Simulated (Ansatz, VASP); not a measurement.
**Two plane-wave programs on Al**

INCAR

```
PREC     = Accurate       # precision mode
ENCUT    = 520            # plane-wave cutoff, eV
EDIFF    = 1E-6           # SCF threshold, eV
ISMEAR   = -1             # smearing method
SIGMA    = 0.1            # smearing width, eV
LREAL    = F              # projectors in reciprocal space
LASPH    = T              # aspherical terms in the spheres
NELM     = 80             # most SCF steps
ALGO     = Normal         # electronic algorithm
ISIF     = 2              # what is computed and relaxed
LWAVE    = F              # write WAVECAR
LCHARG   = F              # write CHGCAR
GGA      = B5             # functional
ALDAX    = 1.0          
AGGAX    = 1.0          
AGGAC    = 1.0          
ALDAC    = 0.0          
NBANDS   = 10             # bands
```

The input KPOINTS:

```
regular mesh
0
Gamma
  14 14 7
```

Contents of POSCAR:

```
Al
1.0
    2.9257584146      0.0000000000      0.0000000000
   -1.4628792073      2.5337811124      0.0000000000
    0.0000000000      0.0000000000      4.9486988333
Al
2
Direct
    0.3333333333      0.6666666667      0.2500000000
    0.6666666667      0.3333333333      0.7500000000
```

Input for Ansatz:

```yaml
crystal:
  lattice:
    - [2.9257584146, 0.0, 0.0]
    - [-1.4628792073, 2.5337811124, 0.0]
    - [0.0, 0.0, 4.9486988333]
  atoms:
    - { symbol: Al, position: [0.3333333333, 0.6666666667, 0.25] }
    - { symbol: Al, position: [0.6666666667, 0.3333333333, 0.75] }
hamiltonian:
  xc: blyp
  pseudopotentials:
    kind: paw
    azcp:
      Al: "pseudopotentials/Al.paw.azcp"
basis:
  ecutwfc: 420
  fft_grid_basis: typed
kpoints:
  mp_grid: { grid: [14, 14, 7], shift: [0, 0, 0] }
magnetization:
  spin_polarized: false
scf:
  occupations: { method: fermi_dirac, width: 0.1 }
  lower_state_search: "off"
output:
  stress: true
```

Alike in both runs: task single point; functional BLYP; k mesh 14 × 14 × 7; occupations fermi-dirac, width 0.1 eV; no spin polarisation.

|  | VASP | Ansatz |
| --- | --- | --- |
| version | VASP 6.6.1 | Ansatz 0.2.0 |
| potentials or method | VASP PAW PBE potentials, release 64 (Al) | plane waves (420 eV) with PAW, scalar-relativistic |
| plane-wave cutoff (eV) | 520 | 420 |
| valence electrons in the cell | 6 | 6 |

|  | VASP | Ansatz | Ansatz less VASP |
| --- | --- | --- | --- |
| pressure (GPa) | -1.7 | -1.8 | -0.07 |
| largest component of the traceless stress (GPa) | 1.02 | 1.02 | +0.003 |

Caveats: the PAW data sets were made with another functional, which shifts forces and pressure a little (VASP).
